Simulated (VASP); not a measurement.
Crystal: Zn.

```
CELL_PARAMETERS angstrom
0.00000 1.96478 1.96478
1.96478 0.00000 1.96478
1.96478 1.96478 0.00000
ATOMIC_POSITIONS crystal
Zn 0.00000 0.00000 0.00000
```

This isn't the form of Zn at room conditions, which is hcp.

The cell isn't the ideal one: cell and atoms relaxed from 1.0 times the given volume.

| Property | Result |
| --- | --- |
| Program | VASP 6.6.1 |
| Task | relaxation of cell and atoms |
| Functional | PBEsol |
| Potentials or basis | VASP PAW PBE potentials, release 64 (Zn) |
| Cutoff | 600 eV |
| k mesh | 14 × 14 × 14 |
| Occupations | fermi-dirac, width 0.05 eV |
| Spin | no spin polarisation |

At the start: pressure -4.7 GPa; volume 15.17 Å³/atom.

Where does the relaxation end?

Over 3 steps the energy falls by 14.0 meV/atom and the volume is 14.26 Å³/atom (-6.0 %); space group Fm-3m (No. 225, to 0.05 Å).

The path:
```
step  energy change (eV)  largest force (eV/Å)  pressure (GPa)  volume (Å³)
   1              0.0000                0.0000           -4.66        15.17
   2             -0.0140                0.0000            0.25        14.22
   3             -0.0140                0.0000            0.01        14.26
```

Final structure:
```
CELL_PARAMETERS angstrom
0.00000 1.92475 1.92475
1.92475 0.00000 1.92475
1.92475 1.92475 0.00000
ATOMIC_POSITIONS crystal
Zn 0.00000 0.00000 0.00000
```

Caveat: the PAW data sets were made with another functional, which shifts forces and pressure a little.
